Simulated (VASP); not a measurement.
**A VASP 6.6.1 single-point calculation on NaI**

INCAR

```
PREC = High
EDIFF = 1E-7
NBANDS = 14
LCHARG = .FALSE.
LWAVE = .FALSE.
NELM = 120
GGA = PE
ENCUT = 520
NSW = 0
IBRION = -1
LREAL = .FALSE.
LASPH = .TRUE.
SIGMA = 0.02
ISMEAR = -1
ISIF = 2
```

KPOINTS

```
KPOINTS created by Atomic Simulation Environment
0
Gamma
6 6 6
0 0 0
```

POSCAR

```
Na I
 1.0000000000000000
     0.0000000000000000    3.5431916337999998    3.4900437593000002
     3.5431916337999998    0.0000000000000000    3.4900437593000002
     3.5431916337999998    3.5431916337999998    0.0000000000000000
 Na  I
   1   1
Cartesian
  0.0000000000000000  0.0000000000000000  0.0000000000000000
  1.7715958169000003  1.7715958169000003  1.7450218796500001
```

The recommended PBE PAW datasets give the neutral cell 14 valence electrons.

Command

```
mpirun -np 1 vasp_std
```

OSZICAR

```
N       E                     dE             d eps       ncg     rms          rms(c)
DAV:   1     0.801455855506E+02    0.80146E+02   -0.63985E+03   848   0.844E+02
DAV:   2     0.161834228432E+01   -0.78527E+02   -0.73570E+02   894   0.199E+02
DAV:   3    -0.519880020300E+01   -0.68171E+01   -0.67823E+01  1074   0.595E+01
DAV:   4    -0.537908612195E+01   -0.18029E+00   -0.18025E+00  1070   0.102E+01
DAV:   5    -0.538293697665E+01   -0.38509E-02   -0.38508E-02  1170   0.136E+00    0.166E+00
DAV:   6    -0.528517007561E+01    0.97767E-01   -0.12837E-01   924   0.168E+00    0.114E+00
DAV:   7    -0.527741364141E+01    0.77564E-02   -0.10332E-01  1008   0.138E+00    0.705E-01
DAV:   8    -0.528666028044E+01   -0.92466E-02   -0.10452E-02   912   0.660E-01    0.218E-01
DAV:   9    -0.528648239183E+01    0.17789E-03   -0.23852E-04  1080   0.137E-01    0.677E-02
DAV:  10    -0.528683739456E+01   -0.35500E-03   -0.43164E-04   966   0.128E-01    0.194E-02
DAV:  11    -0.528685442177E+01   -0.17027E-04   -0.42372E-05  1098   0.519E-02    0.520E-03
DAV:  12    -0.528685691261E+01   -0.24908E-05   -0.37210E-06  1014   0.110E-02    0.309E-03
DAV:  13    -0.528685749508E+01   -0.58247E-06   -0.62752E-07  1110   0.445E-03    0.718E-04
DAV:  14    -0.528685746777E+01    0.27308E-07   -0.32316E-08  1036   0.126E-03
   1 F= -.52868575E+01 E0= -.52868575E+01  d E =-.231943E-12
```

From OUTCAR

```
k-points           NKPTS =     30   k-points in BZ     NKDIM =     30   number of bands    NBANDS=     14

   NELECT =      14.0000    total number of electrons

   dimension x,y,z NGX =    40 NGY =   40 NGZ =   40
   dimension x,y,z NGXF=    42 NGYF=   42 NGZF=   42

  energy-cutoff  :      520.00
  volume of cell :       87.63
      direct lattice vectors                 reciprocal lattice vectors
     0.000000000  3.543191634  3.490043759    -0.141115709  0.141115709  0.143264679
     3.543191634  0.000000000  3.490043759     0.141115709 -0.141115709  0.143264679
     3.543191634  3.543191634  0.000000000     0.141115709  0.141115709 -0.143264679

 k-points in reciprocal lattice and weights: KPOINTS created by Atomic Simulation Env
   0.00000000  0.00000000  0.00000000       0.005
   0.16666667  0.00000000  0.00000000       0.037
   0.33333333  0.00000000  0.00000000       0.037
   0.50000000  0.00000000  0.00000000       0.019
   0.16666667  0.16666667  0.00000000       0.009
   0.33333333  0.16666667  0.00000000       0.037
   0.50000000  0.16666667  0.00000000       0.037
  -0.33333333  0.16666667  0.00000000       0.037
   ...

 E-fermi :  -0.5203

 k-point     1 :       0.0000    0.0000    0.0000
  band No.  band energies     occupation
      1     -23.0993      2.00000
      2     -23.0980      2.00000
      3     -23.0979      2.00000
      4     -11.4901      2.00000
      5      -1.0425      2.00000
      6      -1.0425      2.00000
      7      -1.0260      2.00000
      8       2.8098      0.00000
      9       6.8781      0.00000
     10       6.8782      0.00000
     11       6.9076      0.00000
     12       8.5788      0.00000
     13       8.7443      0.00000
     14      10.0017      0.00000

 k-point     2 :       0.1667    0.0000    0.0000
  band No.  band energies     occupation
      1     -23.0996      2.00000
      2     -23.0983      2.00000
      3     -23.0981      2.00000
      4     -11.4569      2.00000
      5      -1.4334      2.00000
      6      -1.0808      2.00000
      7      -1.0640      2.00000
      8       3.3978      0.00000
      9       6.5315      0.00000
     10       7.0180      0.00000
     11       7.0586      0.00000
     12       8.2145      0.00000
     13       8.3135      0.00000
     14       9.7841      0.00000

 k-point     3 :       0.3333    0.0000    0.0000
  band No.  band energies     occupation
      1     -23.1007      2.00000
      2     -23.0988      2.00000
      3     -23.0983      2.00000
      4     -11.3889      2.00000
      5      -2.0394      2.00000
      6      -1.1541      2.00000
      7      -1.1266      2.00000
      8       4.2206      0.00000
      9       6.4541      0.00000
     10       6.7864      0.00000
     11       6.8832      0.00000
     12       8.8824      0.00000
     13       8.9011      0.00000
     14       9.2359      0.00000

 k-point     4 :       0.5000    0.0000    0.0000
  band No.  band energies     occupation
      1     -23.1014      2.00000
      2     -23.0990      2.00000
      3     -23.0984      2.00000
      4     -11.3540      2.00000
      5      -2.2908      2.00000
      6      -1.1894      2.00000
      7      -1.1567      2.00000
      8       4.4000      0.00000
      9       6.5955      0.00000
     10       6.6935      0.00000
     11       6.7366      0.00000
     12       9.5585      0.00000
     13      10.1955      0.00000
     14      10.2934      0.00000

 ...

  Total        0.3189101      0.3189101      0.3263811      0.0000000     -0.0000000     -0.0000000
  in kB        5.8308071      5.8308071      5.9674041      0.0000000     -0.0000000     -0.0000000
  external PRESSURE =       5.8763394 kB  Pullay stress =       0.0000000 kB

 POSITION                                       TOTAL-FORCE (eV/Angst)
 -----------------------------------------------------------------------------------
      0.00000      0.00000      0.00000         0.000000      0.000000      0.000000
      1.77160      1.77160      1.74502        -0.000000     -0.000000     -0.000000
 -----------------------------------------------------------------------------------
    total drift:                               -0.000024     -0.000024     -0.000006

  FREE ENERGIE OF THE ION-ELECTRON SYSTEM (eV)
  ---------------------------------------------------
  free  energy   TOTEN  =        -5.2868574678 eV

  energy  without entropy=       -5.2868574678  energy(sigma->0) =       -5.28685747
```

It converged. Results: gap between bands v and c on the k mesh 3.84 eV; least direct gap on the k mesh 3.84 eV; pressure 0.6 GPa. Band v is the last that the valence electrons fill when counted band by band, and c is the next.

For comparison, a separate PBE run of the intended cell, on usual settings and not on those above, gives a gap of 3.84 eV on its mesh and a pressure of 0.6 GPa.

The run above took about 39 s on one core of a shared host (Intel Xeon Platinum 8488C) and held 0.16 GiB at most.
